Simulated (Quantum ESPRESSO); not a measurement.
Runs of Quantum ESPRESSO 7.5 on MoS2. The cell holds a slab with vacuum, 6 atoms: a = 3.171 Å, b = 3.171 Å, c = 24.172 Å, α = 90.00°, β = 90.00°, γ = 120.00°. 

```tsv
smearing	gap on the mesh (eV)	largest force (eV/Å)	work function (eV)
fermi-dirac 0.2 eV	none	1.12	5.18
fermi-dirac 0.01 eV	none	1.13	5.07
fermi-dirac 0.05 eV	none	1.11	5.07
fermi-dirac 0.025 eV	none	1.12	5.07
fermi-dirac 0.1 eV	none	1.11	(a)
```

Alike in all rows: task work function; level PBE; potentials or basis PseudoDojo 0.4.1 SR PBE standard; no spin polarisation; cell as given; k mesh 10 × 10 × 1; cutoff (eV) 1088.

Fill in the values left out.

(a) 5.12.

Caveats: the cell's inner coordinates are idealised or old, which leaves forces on the atoms.

A k mesh can miss the band edges, and the runs leave out spin-orbit coupling on Mo.

A gap of «none» marks a metal or a gap under the smearing width.

Not every run made on this cell is shown here.
